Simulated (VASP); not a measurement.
# Se (Cmmm) in VASP: notebook

The runs below take Se through single point, with PBE+D3(BJ).

Program: VASP 6.6.1. These are calculated values, not measurements. Logs are shortened: lines on timing, memory, paths and dates and some standing lists are left out, and cuts for length are marked.

## (1) The cell of the first run

Symmetry: Cmmm, No. 65, orthorhombic system. The conventional cell has a = 3.955 Å, b = 3.995 Å, c = 2.811 Å, α = 90.00°, β = 90.00°, γ = 90.00°. Around Se (site symmetry mmm) lie 6 Se at 2.81 Å.

This isn't the form of Se at room conditions, which is trigonal, of chains.

## (2) Single point, PBE+D3(BJ) (strain +0.0100 x Voigt [0, 0, 0, 1, 0, 0], atoms carried along)

INCAR reads:

```
SYSTEM = Se
ALGO = Fast ; EDIFF = 1E-7
ENCUT = 520 ; GGA = PE
ISIF = 2 ; ISMEAR = 0
IVDW = 12 ; LASPH = .True.
LCHARG = .False. ; LREAL = .False.
LWAVE = .False. ; NBANDS = 9
NELM = 100 ; PREC = Accurate
SIGMA = 0.15
```

KPOINTS reads:

```
k-points
0
Gamma
  16 16 16
  0 0 0
```

POSCAR reads:

```
Se
1.0
    2.8105630200      0.0000000000      0.0000000000
    0.0000000000      2.8105630200      0.0140528151
    0.0000000000      0.0140528151      2.8105630200
Se
1
Direct
    0.0000000000      0.0000000000      0.0000000000
```

Potentials or basis: VASP PAW PBE potentials, release 64 (Se).

The run is started by

```
cat potpaw_PBE.64/Se/POTCAR > POTCAR
mpirun -np 1 vasp_std > vasp.out
```

OUTCAR:

```text
SYSTEM = Se
   EDIFF = 1E-7
   ENCUT = 520
   GGA = PE
   ISIF = 2
   ISMEAR = 0
   IVDW = 12
   LASPH = .True.
   LREAL = .False.
   NELM = 100
   PREC = Accurate
 IVDW          = 12

 ion  position               nearest neighbor table
   1  0.000  0.000  0.000-

  LATTYP: Found a base centered orthorhombic cell.
 ALAT       =     3.9548626591
 B/A-ratio  =     1.0100502513
 C/A-ratio  =     0.7106600816

  Lattice vectors:

 A1 = (   0.0000000000,  -0.0140528151,  -2.8105630200)
 A2 = (   0.0000000000,   2.8105630200,   0.0140528151)
 A3 = (   2.8105630200,   0.0000000000,   0.0000000000)

Analysis of symmetry for initial positions (statically):
=====================================================================
 Subroutine PRICEL returns:
 Original cell was already a primitive cell.

 Routine SETGRP: Setting up the symmetry group for a
 base centered orthorhombic supercell.

 Subroutine GETGRP returns: Found  8 space group operations
 (whereof  8 operations were pure point group operations)
 out of a pool of  8 trial point group operations.

The static configuration has the point symmetry D_2h.

Analysis of symmetry for dynamics (positions and initial velocities):
=====================================================================
 Subroutine PRICEL returns:
 Original cell was already a primitive cell.

 Routine SETGRP: Setting up the symmetry group for a
 base centered orthorhombic supercell.

 Subroutine GETGRP returns: Found  8 space group operations
 (whereof  8 operations were pure point group operations)
 out of a pool of  8 trial point group operations.

The dynamic configuration has the point symmetry D_2h.

 Subroutine INISYM returns: Found  8 space group operations
 (whereof  8 operations are pure point group operations),
 and found     1 'primitive' translations

----------------------------------------------------------------------------------------

                                     Primitive cell

  volume of cell :      22.2008

  direct lattice vectors                    reciprocal lattice vectors
     2.810563020  0.000000000  0.000000000     0.355800597  0.000000000  0.000000000
     0.000000000  2.810563020  0.014052815     0.000000000  0.355809492 -0.001779047
     0.000000000  0.014052815  2.810563020     0.000000000 -0.001779047  0.355809492

  length of vectors
     2.810563020  2.810598152  2.810598152     0.355800597  0.355813940  0.355813940

  position of ions in fractional coordinates (direct lattice)
     0.000000000  0.000000000  0.000000000

  ion indices of the primitive-cell ions
   primitive index   ion index
                 1           1

----------------------------------------------------------------------------------------

 KPOINTS: k-points

Automatic generation of k-mesh.
 Grid dimensions read from file:
 generate k-points for:   16   16   16

 Generating k-lattice:

  Cartesian coordinates                     Fractional coordinates (reciprocal lattice)
     0.022237537  0.000000000  0.000000000     0.062500000  0.000000000  0.000000000
     0.000000000  0.022238093 -0.000111190     0.000000000  0.062500000  0.000000000
     0.000000000 -0.000111190  0.022238093     0.000000000  0.000000000  0.062500000

  Length of vectors
     0.022237537  0.022238371  0.022238371

  Shift w.r.t. Gamma in fractional coordinates (k-lattice)
     0.000000000  0.000000000  0.000000000

 Subroutine IBZKPT returns following result:
 ===========================================

 Found    657 irreducible k-points:

 Following reciprocal coordinates:
            Coordinates               Weight
  0.000000  0.000000  0.000000      1.000000
  0.062500  0.000000  0.000000      2.000000
  0.125000  0.000000  0.000000      2.000000
  0.187500  0.000000  0.000000      2.000000
  0.250000  0.000000  0.000000      2.000000
  0.312500  0.000000  0.000000      2.000000
[... 16 lines left out ...]
  0.250000  0.125000 -0.000000      8.000000
  0.312500  0.125000 -0.000000      8.000000
 [... further k-points ...]
   k-points           NKPTS =    657   k-points in BZ     NKDIM =    657   number of bands    NBANDS=      9
   number of dos      NEDOS =    301   number of ions     NIONS =      1
   total plane-waves  NPLWV =  13824
   dimension x,y,z NGX =    24 NGY =   24 NGZ =   24
   dimension x,y,z NGXF=    48 NGYF=   48 NGZF=   48
   ions per type =               1
   NGX,Y,Z   is equivalent  to a cutoff of  14.20, 14.20, 14.20 a.u.
   NGXF,Y,Z  is equivalent  to a cutoff of  28.39, 28.39, 28.39 a.u.
 SYSTEM =  Se
   PREC   = accura    normal or accurate (medium, high low for compatibility)
   ISTART =      0    job   : 0-new  1-cont  2-samecut
   ICHARG =      2    charge: 1-file 2-atom 10-const
   ISPIN  =      1    spin polarized calculation?
   LNONCOLLINEAR =      F non collinear calculations
   LSORBIT =      F    spin-orbit coupling
   LASPH  =      T    aspherical Exc in radial PAW
   ENCUT  =  520.0 eV  38.22 Ry    6.18 a.u.   5.23  5.23  5.23*2*pi/ulx,y,z
   NELM   =    100;   NELMIN=  2; NELMDL= -5     # of ELM steps
   EDIFF  = 0.1E-06   stopping-criterion for ELM
   LREAL  =      F    real-space projection
   EDIFFG = 0.1E-05   stopping-criterion for IOM
   NSW    =      0    number of steps for IOM
   IBRION =     -1    ionic relax: 0-MD 1-quasi-New 2-CG
   NFREE  =      0    steps in history (QN), initial steepest desc. (CG)
   ISIF   =      2    stress and relaxation
   ISYM   =      2    0-nonsym 1-usesym 2-fastsym
   POTIM  = 0.5000    time-step for ionic-motion
   TEBEG  =    0.0;   TEEND  =   0.0 temperature during run
   PSTRESS=    0.0 pullay stress
   NELECT =       6.0000    total number of electrons
   NUPDOWN=      -1.0000    fix difference up-down
   EMIN   =  10.00;   EMAX   =-10.00  energy-range for DOS
   EFERMI =   0.00;   METHOD = LEGACY
   ISMEAR =     0;   SIGMA  =   0.15  broadening in eV -4-tet -1-fermi 0-gaus
   EFERMI_NEDOS =   21; number of points for ismear=-14 and -15
   IALGO  =     68    algorithm
   IMIX   =      4    mixing-type and parameters
     AMIX     =   0.40;   BMIX     =  1.00
     AMIX_MAG =   1.60;   BMIX_MAG =  1.00
  volume/ion in A,a.u.               =      22.20       149.82
  Fermi-wavevector in a.u.,A,eV,Ry     =   1.058446  2.000174 15.242727  1.120309
  Thomas-Fermi vector in A             =   2.193756
   LORBIT       =      0    0 simple, 1 ext, 2 COOP (PROOUT), +10 PAW based schemes
   GGA     = PE    functional components
   LHFCALC =     F    Hartree Fock is set to
   AEXX    =    0.0000 exact exchange contribution
   IVDW    =    12    specifies the selected vdW correction
   LEPSILON=     F    determine dielectric tensor
   LRPA    =     F    only Hartree local field effects (RPA)
 non-spin polarized calculation
 RMM-DIIS sequential band-by-band and
 Gauss-broadening in eV      SIGMA  =   0.15
  energy-cutoff  :      520.00
  volume of cell :       22.20
 maximum number of plane-waves:       624
 NGX is ok and might be reduce to    24
   NGX = 11   NGY = 11   NGZ = 11

 number of electron       5.9999999 magnetization

 Free energy of the ion-electron system (eV)
  ---------------------------------------------------
  ext. energy  EPLUGINS =         0.00000000
  ---------------------------------------------------
  free energy    TOTEN  =        -3.32829895 eV

  energy without entropy =       -3.32280642  energy(sigma->0) =       -3.32555268

 E-fermi :   4.8436     XC(G=0):  -9.9972

 val. band max:        4.8433145421   @ k =   0.5000   0.1875   0.1875
 cond. band min:       4.8710261694   @ k =   0.1250  -0.1875   0.1250
 fundamental gap:      0.0277116273
 Fermi energy:         4.8436305256

 k-point     1 :       0.0000    0.0000    0.0000
  band No.  band energies     occupation
      1     -11.2827      2.00000
      2       6.3059      0.00000
      3       6.3317      0.00000
      4       6.3588      0.00000
      5      12.6482      0.00000
      6      12.6495      0.00000
      7      12.8753      0.00000
      8      27.2523      0.00000
      9      27.2757      0.00000

 k-point     2 :       0.0625    0.0000    0.0000
  band No.  band energies     occupation
      1     -11.2260      2.00000
      2       5.6934      0.00000
      3       6.3508      0.00000
      4       6.4037      0.00000
      5      12.7064      0.00000
      6      12.8564      0.00000
      7      13.4918      0.00000
      8      26.1163      0.00000
      9      26.1444      0.00000

 k-point     3 :       0.1250    0.0000    0.0000
  band No.  band energies     occupation
      1     -11.0582      2.00000
      2       4.3073      2.00000
      3       6.4821      0.00000
      4       6.5350      0.00000
      5      12.8750      0.00000
      6      13.0702      0.00000
      7      15.2062      0.00000
      8      24.4458      0.00000
      9      24.4814      0.00000

 k-point     4 :       0.1875    0.0000    0.0000
  band No.  band energies     occupation
      1     -10.7875      2.00000
      2       2.7481      2.00000
      3       6.6888      0.00000
      4       6.7416      0.00000
      5      13.1479      0.00000
      6      13.4077      0.00000
      7      17.2485      0.00000
      8      22.8435      0.00000
      9      22.8851      0.00000

 k-point     5 :       0.2500    0.0000    0.0000
  band No.  band energies     occupation
      1     -10.4305      2.00000
      2       1.2447      2.00000
      3       6.9507      0.00000
      4       7.0034      0.00000
      5      13.5101      0.00000
      6      13.8759      0.00000
      7      19.0770      0.00000
      8      21.4093      0.00000
      9      21.4546      0.00000

 k-point     6 :       0.3125    0.0000    0.0000
  band No.  band energies     occupation
      1     -10.0182      2.00000
      2      -0.0956      2.00000
      3       7.2363      0.00000
      4       7.2889      0.00000
      5      13.9324      0.00000
      6      14.4725      0.00000
      7      19.7459      0.00000
      8      20.1995      0.00000
      9      20.2470      0.00000
[... 169 lines left out ...]
 k-point    21 :       0.1250    0.1250   -0.0000
  band No.  band energies     occupation
      1     -10.8337      2.00000
      2       4.4742      1.99950
      3       4.5354      1.99634
      4       6.6836      0.00000
      5      13.2163      0.00000
      6      15.2989      0.00000
      7      15.4809      0.00000
      8      21.9196      0.00000
      9      24.2432      0.00000

 k-point    22 :       0.1875    0.1250   -0.0000
  band No.  band energies     occupation
      1     -10.5632      2.00000
      2       2.9526      2.00000
      3       4.7396      1.67339
      4       6.8888      0.00000
      5      13.5138      0.00000
      6      15.5552      0.00000
      7      17.2935      0.00000
      8      20.6136      0.00000
      9      23.0005      0.00000

 k-point    23 :       0.2500    0.1250   -0.0000
  band No.  band energies     occupation
      1     -10.2065      2.00000
      2       1.4544      2.00000
      3       5.0405      0.06343
      4       7.1487      0.00000
      5      13.9103      0.00000
      6      15.7100      0.00000
      7      18.1486      0.00000
      8      20.5649      0.00000
      9      21.6224      0.00000

 k-point    24 :       0.3125    0.1250   -0.0000
  band No.  band energies     occupation
      1      -9.7945      2.00000
      2       0.1174      2.00000
      3       5.3765      0.00000
      4       7.4319      0.00000
      5      14.3698      0.00000
      6      15.6451      0.00000
      7      17.8251      0.00000
      8      20.4328      0.00000
      9      21.1911      0.00000

 [... further k-points ...]

------------------------ aborting loop because EDIFF is reached ----------------------------------------

 Edisp (eV)   -0.39528

 E8    (eV) :    -0.1633

  FORCE on cell =-STRESS in cart. coord.  units (eV):
  Direction    XX          YY          ZZ          XY          YZ          ZX
  --------------------------------------------------------------------------------------
  -------------------------------------------------------------------------------------
  Total      -0.18615    -0.18604    -0.18604     0.00000    -0.01321     0.00000
  in kB     -13.43419   -13.42629   -13.42629     0.00000    -0.95302     0.00000
  external pressure =      -13.43 kB  Pullay stress =        0.00 kB

 VOLUME and BASIS-vectors are now :
 -----------------------------------------------------------------------------
  energy-cutoff  :      520.00
  volume of cell :       22.20
      direct lattice vectors                 reciprocal lattice vectors
     2.810563020  0.000000000  0.000000000     0.355800597  0.000000000  0.000000000
     0.000000000  2.810563020  0.014052815     0.000000000  0.355809492 -0.001779047
     0.000000000  0.014052815  2.810563020     0.000000000 -0.001779047  0.355809492

 POSITION                                       TOTAL-FORCE (eV/Angst)
 -----------------------------------------------------------------------------------
      0.00000      0.00000      0.00000         0.000000     -0.000000      0.000000
 -----------------------------------------------------------------------------------
    total drift:                                0.000000     -0.000000     -0.000000

  FREE ENERGIE OF THE ION-ELECTRON SYSTEM (eV)
  ---------------------------------------------------
  free  energy   TOTEN  =        -3.7235838629 eV

  energy  without entropy=       -3.7180913250  energy(sigma->0) =       -3.72083759
```

Run time: 58 s. Hardware: 1 thread of AMD EPYC 9R14 (Zen 4), shared host; peak memory 0.22 GiB.

Results:

```yaml
Free_energy: -3.7236 eV
Pressure: -1.3 GPa
Band_gap_on_the_k_mesh: none (metal or under the smearing width)
Dispersion_energy_per_atom: -0.395 eV
```

Levels at points of the mesh, in eV from the Fermi level:
```tsv
k point	band 1	band 2	band 3	band 4	band 5	band 6
(0.00, 0.00, 0.00)	-16.13	1.46	1.49	1.52	7.80	7.81
(0.50, 0.00, 0.00)	-14.00	-7.03	2.92	2.97	10.00	11.75
(0.00, 0.50, 0.00)	-14.00	-7.03	2.94	2.95	9.99	11.75
(0.50, 0.50, 0.00)	-11.88	-5.06	-5.06	2.92	4.27	13.55
(0.00, 0.50, 0.50)	-11.88	-5.12	-5.00	2.92	4.27	13.56
(0.50, 0.50, 0.50)	-9.71	-3.37	-3.32	-3.27	5.79	5.86
```

Caveat: pairwise dispersion overbinds metals, which lowers pressure and volume.

## (3) Single point, PBE+D3(BJ) (strain -0.0400 x Voigt [0, 0, 0, 1, 0, 0], atoms carried along)

INCAR reads:

```
ALGO = Fast ; EDIFF = 1E-7
ENCUT = 520 ; GGA = PE
ISIF = 2 ; ISMEAR = 0
IVDW = 12 ; LASPH = True
LCHARG = False ; LREAL = False
LWAVE = False ; NBANDS = 9
NELM = 100 ; PREC = Accurate
SIGMA = 0.15
```

KPOINTS reads:

```
k-points
0
Gamma
  16 16 16
```

POSCAR reads:

```
Se
1.0
    2.8105630200      0.0000000000      0.0000000000
    0.0000000000      2.8105630200     -0.0562112604
    0.0000000000     -0.0562112604      2.8105630200
Se
1
Direct
    0.0000000000      0.0000000000      0.0000000000
```

Potentials or basis: VASP PAW PBE potentials, release 64 (Se).

The run is started by

```
cat potpaw_PBE.64/Se/POTCAR > POTCAR
mpirun -np 1 vasp_std > vasp.out
```

It took 58 s on 1 thread of AMD EPYC 9R14 (Zen 4), shared host; peak memory 0.22 GiB.

Results (log left out):

```
Free energy                : -3.7227 eV
Pressure                   : -1.4 GPa
Band gap on the k mesh     : none (metal or under the smearing width)
Dispersion energy per atom : -0.395 eV
```

Stress tensor (GPa, compression positive):
```
-1.36  0.00  0.00
 0.00 -1.36  0.35
 0.00  0.35 -1.36
```

Levels at points of the mesh, in eV from the Fermi level:
```
           k point  band 1  band 2  band 3  band 4  band 5  band 6  band 7  band 8
(0.00, 0.00, 0.00)  -16.12    1.39    1.49    1.61    7.81    7.83    8.04   22.21
(0.50, 0.00, 0.00)  -14.00   -7.03    2.85    3.06   10.02   11.76   12.69   13.57
(0.00, 0.50, 0.00)  -13.99   -7.02    2.92    2.95    9.96   11.65   12.72   13.66
(0.50, 0.50, 0.00)  -11.88   -5.05   -5.05    2.93    4.25   13.42   15.82   16.06
(0.00, 0.50, 0.50)  -11.89   -5.28   -4.82    2.94    4.27   13.55   15.65   16.13
(0.50, 0.50, 0.50)   -9.71   -3.52   -3.32   -3.09    5.59    5.88    6.16   10.01
```

Caveat: pairwise dispersion overbinds metals, which lowers pressure and volume.

## (4) Single point, PBE+D3(BJ) (strain +0.0350 x Voigt [0, 0, 0, 1, 0, 0], atoms carried along)

INCAR reads:

```
SYSTEM = Se
PREC = Accurate
ENCUT = 520
EDIFF = 1E-6
ISMEAR = 0
SIGMA = 0.15
LREAL = .FALSE.
LASPH = .TRUE.
NELM = 100
ALGO = Fast
ISIF = 2
LWAVE = .FALSE.
LCHARG = .FALSE.
GGA = PE
IVDW = 12
NBANDS = 9
```

KPOINTS reads:

```
Automatic mesh
0
G
  16 16 16
  0 0 0
```

POSCAR reads:

```
Se
1.0
    2.8105630200      0.0000000000      0.0000000000
    0.0000000000      2.8105630200      0.0491848528
    0.0000000000      0.0491848528      2.8105630200
Se
1
Direct
    0.0000000000      0.0000000000      0.0000000000
```

The run is started by

```
cat potpaw_PBE.64/Se/POTCAR > POTCAR
mpirun -np 1 vasp_std > vasp.out
```

Wall time 52 s (1 thread of AMD EPYC 9R14 (Zen 4), shared host); peak memory 0.22 GiB.

The run converged. Its results:

* Free energy: -3.7229 eV
* Pressure: -1.4 GPa
* Band gap on the k mesh: none (metal or under the smearing width)
* Dispersion energy per atom: -0.395 eV

Stress tensor (GPa, compression positive):
```
-1.36  0.00  0.00
 0.00 -1.36 -0.31
 0.00 -0.31 -1.36
```

Levels at points of the mesh, in eV from the Fermi level:
| k point | band 1 | band 2 | band 3 | band 4 | band 5 | band 6 |
| --- | --- | --- | --- | --- | --- | --- |
| (0.00, 0.00, 0.00) | -16.12 | 1.41 | 1.49 | 1.59 | 7.81 | 7.82 |
| (0.50, 0.00, 0.00) | -14.00 | -7.03 | 2.86 | 3.05 | 10.01 | 11.76 |
| (0.00, 0.50, 0.00) | -13.99 | -7.02 | 2.93 | 2.95 | 9.97 | 11.67 |
| (0.50, 0.50, 0.00) | -11.88 | -5.06 | -5.06 | 2.92 | 4.25 | 13.45 |
| (0.00, 0.50, 0.50) | -11.88 | -5.25 | -4.85 | 2.94 | 4.27 | 13.56 |
| (0.50, 0.50, 0.50) | -9.71 | -3.50 | -3.32 | -3.12 | 5.62 | 5.88 |

Caveat: pairwise dispersion overbinds metals, which lowers pressure and volume.

## (5) The runs side by side

| cell | further INCAR settings | gap on the mesh (eV) | pressure (GPa) |
| --- | --- | --- | --- |
| strain +0.0100 x Voigt [0, 0, 0, 1, 0, 0], atoms carried along | ALGO = Fast; EDIFF = 1e-07; NBANDS = 9 | none | -1.3 |
| strain -0.0400 x Voigt [0, 0, 0, 1, 0, 0], atoms carried along | ALGO = Fast; EDIFF = 1e-07; NBANDS = 9 | none | -1.4 |
| strain +0.0350 x Voigt [0, 0, 0, 1, 0, 0], atoms carried along | ALGO = Fast; EDIFF = 1e-06; NBANDS = 9 | none | -1.4 |

Alike in all rows: task single point; level PBE+D3(BJ); potentials or basis VASP PAW PBE potentials, release 64 (Se); no spin polarisation; k mesh 16 × 16 × 16; cutoff (eV) 520; smearing gaussian 0.15 eV.

Caveats: pairwise dispersion overbinds metals, which lowers pressure and volume.

Absolute energies hang on the potentials; compare differences alone.
